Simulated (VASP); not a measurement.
## BN in VASP 6.6.1, single-point calculation

INCAR

```
NSW = 0
LWAVE = .FALSE.
IBRION = -1
GGA = PE
SIGMA = 0.02
ISMEAR = -1
LASPH = .TRUE.
PREC = Single
IVDW = 20
EDIFF = 1E-7
NBANDS = 11
LCHARG = .FALSE.
ALGO = Fast
NELM = 120
ENCUT = 520
LREAL = .FALSE.
ISIF = 2
```

KPOINTS

```
KPOINTS created by Atomic Simulation Environment
0
Gamma
12 12 12
0 0 0
```

POSCAR

```
B  N
 1.0000000000000000
     2.4882474396765728    0.0027782320442362   -0.2444864325773463
    -1.2344750659602799    2.1604234412211660    0.2445297637190238
    -0.9249797325444357   -0.9087842203161476    3.3134103186027368
 B   N
   1   1
Cartesian
  1.2477499764759359  2.1502399135894925 -0.0202801550238968
  0.3160519403099788 -0.1995871462252193  3.2087927587083938
```

The recommended PBE PAW datasets give the neutral cell 8 valence electrons.

Command

```
mpirun -np 1 vasp_std
```

OSZICAR

```
N       E                     dE             d eps       ncg     rms          rms(c)
DAV:   1     0.133101798848E+02    0.13310E+02   -0.46632E+03 19435   0.687E+02
DAV:   2    -0.185807710436E+02   -0.31891E+02   -0.30715E+02 22743   0.162E+02
DAV:   3    -0.193449039894E+02   -0.76413E+00   -0.76293E+00 23274   0.229E+01
DAV:   4    -0.193471018754E+02   -0.21979E-02   -0.21978E-02 20998   0.136E+00
DAV:   5    -0.193471104637E+02   -0.85883E-05   -0.85882E-05 23292   0.761E-02    0.799E+00
RMM:   6    -0.177553623536E+02    0.15917E+01   -0.12514E+00 19154   0.763E+00    0.365E+00
RMM:   7    -0.176025911217E+02    0.15277E+00   -0.18175E-01 20714   0.333E+00    0.214E+00
RMM:   8    -0.175680219745E+02    0.34569E-01   -0.54145E-02 21455   0.164E+00    0.296E-01
RMM:   9    -0.175683057632E+02   -0.28379E-03   -0.44806E-03 22386   0.573E-01    0.146E-01
RMM:  10    -0.175682491161E+02    0.56647E-04   -0.34261E-04 21803   0.202E-01    0.261E-02
RMM:  11    -0.175682656683E+02   -0.16552E-04   -0.85539E-05 22325   0.782E-02    0.310E-02
RMM:  12    -0.175682523263E+02    0.13342E-04   -0.15536E-05 22506   0.346E-02    0.544E-03
RMM:  13    -0.175682523742E+02   -0.47847E-07   -0.13908E-06 22972   0.985E-03    0.172E-03
RMM:  14    -0.175682524288E+02   -0.54630E-07   -0.66083E-08 19180   0.271E-03
   1 F= -.17864983E+02 E0= -.17864983E+02  d E =-.380585E-10
```

From OUTCAR

```
k-points           NKPTS =    868   k-points in BZ     NKDIM =    868   number of bands    NBANDS=     11

   NELECT =       8.0000    total number of electrons

   dimension x,y,z NGX =    20 NGY =   20 NGZ =   28
   dimension x,y,z NGXF=    20 NGYF=   20 NGZF=   28

  energy-cutoff  :      520.00
  volume of cell :       17.61
      direct lattice vectors                 reciprocal lattice vectors
     2.488247440  0.002778232 -0.244486433     0.419051255  0.219395835  0.177158074
    -1.234475066  2.160423441  0.244529764     0.012092459  0.455266499  0.128243788
    -0.924979733 -0.908784220  3.313410319     0.030028089 -0.017410130  0.305411412

 k-points in reciprocal lattice and weights: KPOINTS created by Atomic Simulation Env
   0.00000000  0.00000000  0.00000000       0.001
   0.08333333  0.00000000  0.00000000       0.001
   0.00000000  0.08333333 -0.08333333       0.001
   0.16666667 -0.00000000  0.00000000       0.001
   0.00000000  0.16666667 -0.16666667       0.001
   0.25000000  0.00000000  0.00000000       0.001
   0.00000000  0.25000000 -0.25000000       0.001
   0.33333333  0.00000000  0.00000000       0.001
   ...

 E-fermi :   2.8256

 k-point     1 :       0.0000    0.0000    0.0000
  band No.  band energies     occupation
      1     -15.3950      2.00000
      2      -1.5467      2.00000
      3       1.1588      2.00000
      4       1.1588      2.00000
      5       7.8282      0.00000
      6      14.1481      0.00000
      7      14.1492      0.00000
      8      15.6698      0.00000
      9      17.4100      0.00000
     10      28.4769      0.00000
     11      31.2972      0.00000

 k-point     2 :       0.0833    0.0000    0.0000
  band No.  band energies     occupation
      1     -15.2488      2.00000
      2      -1.4709      2.00000
      3       0.5971      2.00000
      4       0.8948      2.00000
      5       8.2280      0.00000
      6      14.0661      0.00000
      7      14.7409      0.00000
      8      15.1967      0.00000
      9      17.8492      0.00000
     10      28.4137      0.00000
     11      28.8714      0.00000

 k-point     3 :       0.0000    0.0833   -0.0833
  band No.  band energies     occupation
      1     -15.2488      2.00000
      2      -1.4709      2.00000
      3       0.5971      2.00000
      4       0.8948      2.00000
      5       8.2281      0.00000
      6      14.0660      0.00000
      7      14.7409      0.00000
      8      15.1967      0.00000
      9      17.8492      0.00000
     10      28.4138      0.00000
     11      28.8715      0.00000

 k-point     4 :       0.1667   -0.0000    0.0000
  band No.  band energies     occupation
      1     -14.8198      2.00000
      2      -1.2433      2.00000
      3      -0.7802      2.00000
      4       0.2517      2.00000
      5       9.2464      0.00000
      6      13.5899      0.00000
      7      14.2173      0.00000
      8      16.3456      0.00000
      9      18.9220      0.00000
     10      25.3985      0.00000
     11      29.7125      0.00000

 k-point     5 :       0.0000    0.1667   -0.1667
  band No.  band energies     occupation
      1     -14.8198      2.00000
      2      -1.2434      2.00000
      3      -0.7803      2.00000
      4       0.2517      2.00000
      5       9.2465      0.00000
      6      13.5899      0.00000
      7      14.2174      0.00000
      8      16.3456      0.00000
      9      18.9219      0.00000
     10      25.3986      0.00000
     11      29.7122      0.00000

 ...

  Total       0.20158     0.20201     0.10774     0.00014     0.00550    -0.01017
  in kB      18.33678    18.37655     9.80053     0.01244     0.49989    -0.92507
  external pressure =       15.50 kB  Pullay stress =        0.00 kB

 POSITION                                       TOTAL-FORCE (eV/Angst)
 -----------------------------------------------------------------------------------
      0.32277      1.24146      3.29313         0.002466     -0.000638      0.012595
      0.31605     -0.19959      3.20879        -0.002466      0.000638     -0.012595
 -----------------------------------------------------------------------------------
    total drift:                               -0.002402     -0.000283      0.000332

  FREE ENERGIE OF THE ION-ELECTRON SYSTEM (eV)
  ---------------------------------------------------
  free  energy   TOTEN  =       -17.8649828553 eV

  energy  without entropy=      -17.8649828553  energy(sigma->0) =      -17.86498286
```

It converged. Results: gap between bands v and c on the k mesh 4.21 eV; least direct gap on the k mesh 4.71 eV; pressure 1.6 GPa; largest force 0.01 eV/Å. Band v is the last that the valence electrons fill when counted band by band, and c is the next.

For comparison, a separate PBE run of the intended cell, on usual settings and not on those above, gives a gap of 4.21 eV on its mesh and a pressure of 4.7 GPa.

The run above took about 1.8 min on one core of a shared host (Intel Xeon Platinum 8488C) and held 0.25 GiB at most.
